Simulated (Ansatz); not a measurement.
# Pressure coefficients of SrO

Space group Fm-3m (No. 225). a = 5.140 Å, b = 5.140 Å, c = 5.140 Å, α = 90.00°, β = 90.00°, γ = 90.00°
```csv
atom,site,symmetry,x,y,z
Sr,4a,m-3m,0.0000,0.0000,0.0000
O,4b,m-3m,0.5000,0.0000,0.0000
```

The runs use the primitive cell with vectors (0.000, 2.570, 2.570), (2.570, 0.000, 2.570), (2.570, 2.570, 0.000) Å, to which the k mesh refers.

The cell is COD entry 1100027, as deposited and not checked against the literature; nothing was relaxed. It is an old determination, and later ones may differ.

These are results of Ansatz 0.2.0, DFT, PBEsol, all-electron LAPW, scalar-relativistic, not measurements.

Sampling and basis: a Γ-centred 8×8×8 k mesh, Fermi–Dirac smearing of 0.03 eV, basis error target 0.5 meV/atom, no spin polarisation.

The cell is scaled evenly with fractional coordinates held. Semilocal gaps are too small, but their slopes carry over better.

```
V/V(cell)  P (GPa)  gap on the k mesh (eV)
   0.9600     3.10                   3.171
   0.9800     0.98                   3.187
   0.9900     0.00                   3.194
   1.0000    -0.92                   3.201
   1.0100    -1.79                   3.207
   1.0200    -2.62                   3.213
   1.0400    -4.13                   3.222
   1.0600    -5.49                   3.230
```

Q: From the rows at 0.9900 and 1.0100, what is the bulk modulus at the cell's volume?

A: B = −ΔP/Δln V = −[(-1.79) − (0.00)]/0.02000 = 89.5 GPa.

Q: What are the gap's volume deformation potential and pressure coefficient?

A: dEg/dln V = (3.207 − 3.194)/0.02000 = 0.65 eV, and dEg/dP = −(dEg/dln V)/B = -7.3 meV/GPa: pressure narrows the gap.

Q: Predict the row at V/V(cell) = 0.9400. How far is a linear estimate of P off?

A: P = 5.48 GPa, gap 3.152 eV. The linear estimate P(cell) − B ln(V/V(cell)) = 4.62 GPa misses by 0.86 GPa, since the modulus grows under compression.
